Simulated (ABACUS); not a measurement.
## HgTe under changes of volume

One of the cells (32.157 Å³/atom); the others are scaled copies at fixed shape and fractional positions:

```
Hg Te
1.0
     0.00000    3.18000    3.18000
     3.18000    0.00000    3.18000
     3.18000    3.18000    0.00000
Hg Te
1 1
Cartesian
  0.0000 0.0000 0.0000
  3.1800 3.1800 3.1800
```

Measurements of this composition are mostly on another form, of space group No. 216.

- Program: ABACUS 3.10.1
- Functional: PBE
- Potentials or basis: PseudoDojo NC SR 0.4.1 PBE standard
- Cutoff: 1361 eV
- Density cutoff: 5442 eV
- Basis: DZP LCAO (the cutoffs set its grid)
- k mesh: 7 × 7 × 7
- Occupations: fermi-dirac, width 0.05 eV
- Spin: no spin polarisation

| volume (Å³/atom) | energy over the lowest point (meV/atom) | pressure (GPa) |
| --- | --- | --- |
| 30.228 | 0.00 | -1.3 |
| 30.871 | 6.90 | -2.1 |
| 31.514 | 16.76 | -2.7 |
| 32.157 | 29.09 | -3.3 |
| 32.801 | ? | ? |
| 33.444 | 59.91 | -4.3 |
| 34.087 | 77.99 | -4.6 |

Problem. What does the run at 32.801 Å³/atom give?

Solution. Energy over the lowest point 43.69 meV/atom; pressure -3.8 GPa.

Worked out: A Birch-Murnaghan fit of order 3 (a polynomial in V^(-2/3)) to the other rows has no minimum within the range. It gives 43.57 meV/atom at 32.801 Å³/atom, against the run's 43.69, and -dE/dV = -3.9 GPa, against -3.8.

Energies are extrapolated to zero smearing.

Caveats: the atomic orbitals were generated for these runs and aren't a published set; the basis of atomic orbitals isn't converged, which shifts pressures, moduli and gaps.
